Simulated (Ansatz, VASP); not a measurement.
One calculation of Rh, two programs

The input INCAR:

```
SYSTEM = Rh
  PREC = Accurate
  ENCUT = 520
  EDIFF = 1E-7
  ISMEAR = 0
  SIGMA = 0.1
  LREAL = .FALSE.
  LASPH = .TRUE.
  NELM = 80
  ALGO = Fast
  ISIF = 2
  LWAVE = .FALSE.
  LCHARG = .FALSE.
  GGA = PE
  IVDW = 12
  NBANDS = 14
```

KPOINTS

```
Automatic mesh
0
G
  8 8 8
  0 0 0
```

The input POSCAR:

```
Rh
1.0
    0.0000000000      1.8978500000      1.8978500000
    1.8978500000      0.0000000000      1.8978500000
    1.8978500000      1.8978500000      0.0000000000
Rh
1
Direct
    0.0000000000      0.0000000000      0.0000000000
```

Input for Ansatz:

```yaml
crystal:
  lattice:
    - [0.0, 1.89785, 1.89785]
    - [1.89785, 0.0, 1.89785]
    - [1.89785, 1.89785, 0.0]
  atoms:
    - { symbol: Rh, position: [0.0, 0.0, 0.0] }
basis:
  ecutwfc: 420
kpoints:
  mp_grid: { grid: [8, 8, 8] }
hamiltonian:
  xc: pbe
  dispersion: d3bj
scf:
  occupations: { method: gaussian, width: 0.1 }
output:
  forces: true
  stress: true
  eigenvalues: true
```

Alike in both runs: task single point; functional PBE; dispersion D3(BJ); k mesh 8 × 8 × 8; occupations gaussian, width 0.1 eV; no spin polarisation.

```csv
,VASP,Ansatz
version,VASP 6.6.1,Ansatz 0.2.0
potentials or method,"VASP PAW PBE potentials, release 64 (Rh_pv)","scalar-relativistic, plane waves, PAW"
plane-wave cutoff (eV),520,420
valence electrons in the cell,15,17
```

|  | VASP | Ansatz | Ansatz less VASP |
| --- | --- | --- | --- |
| gap on the k mesh at the Fermi level (eV) | none | none | - |
| pressure (GPa) | 0.5 | 0.3 | -0.12 |

A gap of «none» marks a metal or a gap that the smearing closes. The two sets of potentials don't hold the same shells in valence.

Caveats: pairwise dispersion overbinds metals, which lowers pressure and volume.
